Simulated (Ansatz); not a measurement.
PbF2 (Fluorocronite):

```
CELL_PARAMETERS angstrom
0.00000 2.96366 2.96366
2.96366 0.00000 2.96366
2.96366 2.96366 0.00000
ATOMIC_POSITIONS crystal
Pb 0.00000 0.00000 0.00000
F 0.75000 0.75000 0.75000
F 0.25000 0.25000 0.25000
```

| Quantity | Value |
| --- | --- |
| Program | Ansatz 0.2.0 |
| Task | single point |
| Functional | PBE |
| Potentials or basis | Ansatz PAW |
| Cutoff | 420 eV (not typed: the program's choice for these potentials) |
| k mesh | 8 × 8 × 8 |
| Occupations | fermi-dirac, width 0.05 eV |
| Spin | no spin polarisation |

On this cell: pressure 2.7 GPa; largest force zero by symmetry; band gap on the k mesh 4.42 eV, indirect (least direct gap 4.57 eV).

The same run follows on a disturbed copy (atoms moved at random, drawn with an rms of 0.05 Å):

```
Pb F
1.0
     0.00000    2.96366    2.96366
     2.96366    0.00000    2.96366
     2.96366    2.96366    0.00000
Pb F
1 2
Direct
  0.98240 0.99974 0.00207
  0.75164 0.74372 0.76022
  0.26519 0.24966 0.24220
```

**Question.** What changes?

**Answer.** The energy moves by +4.9 meV/atom; pressure 3.0 GPa; largest force 0.231 eV/Å; band gap on the k mesh 4.39 eV, indirect (least direct gap 4.56 eV).

Forces on the atoms (eV/Å):
```
Pb  -0.034  0.139  0.126
F   -0.080 -0.089  0.068
F    0.114 -0.050 -0.194
```

Stress tensor (GPa, compression positive):
```
 2.96 -0.56  0.07
-0.56  2.99  0.47
 0.07  0.47  3.01
```

Caveats: spin-orbit coupling is left out, which as a rule narrows the gap of such compounds by several tenths of an eV.

A k mesh can miss the band edges.
